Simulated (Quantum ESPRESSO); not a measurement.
Crystal: MgS (Niningerite).

```xyz
2
Lattice="0.0000 2.6016 2.6016 2.6016 0.0000 2.6016 2.6016 2.6016 0.0000" Properties=species:S:1:pos:R:3 pbc="T T T"
S     2.6016    2.6016    2.6016
Mg    0.0000    0.0000    0.0000
```

| Property | Result |
| --- | --- |
| Program | Quantum ESPRESSO 7.5 |
| Task | phonons |
| Functional | LDA |
| Potentials or basis | PseudoDojo 0.4.1 SR LDA standard |
| Cutoff | 1143 eV |
| Density cutoff | 4572 eV |
| k mesh | 6 × 6 × 6, shifted |
| Occupations | fermi-dirac, width 0.05 eV |
| Spin | no spin polarisation |
| Form of the LDA correlation | PW92 |
| Mixing beta | 0.5 |
| Most SCF iterations | 120 |
| SCF threshold | 4e-10 Ry |

The cell and the atoms were relaxed first, to 16.89 Å³/atom (a = 3.629 Å, b = 3.629 Å, c = 3.629 Å, α = 60.00°, β = 60.00°, γ = 60.00°), and the response was taken there.

The first run showed a gap, so the response started from a second, tighter run with fixed occupations.

**Question.** What is the highest optical frequency at the zone centre, leaving out the macroscopic field of polar modes?

**Answer.** 252 cm⁻¹, a mode of symmetry T1u (IR). With the field the highest mode lies at 404 cm⁻¹.

Optical modes at Γ, degenerate ones joined, polar ones without the macroscopic field:
| cm⁻¹ | components | symmetry | active in | IR intensity, summed ((D/Å)²/amu) |
| --- | --- | --- | --- | --- |
| 252 | 3 | T1u | IR | 26.53 |

Zone-centre frequencies without and with the macroscopic field along z (cm⁻¹):
|  | optical modes in rising order |
| --- | --- |
| without | 252 252 252 |
| with the field | 252 252 404 |

Born effective charge tensors (e):
atom 1, S
```
-2.30  0.00  0.00
 0.00 -2.30  0.00
 0.00  0.00 -2.30
```
atom 2, Mg
```
2.30 0.00 0.00
0.00 2.30 0.00
0.00 0.00 2.30
```
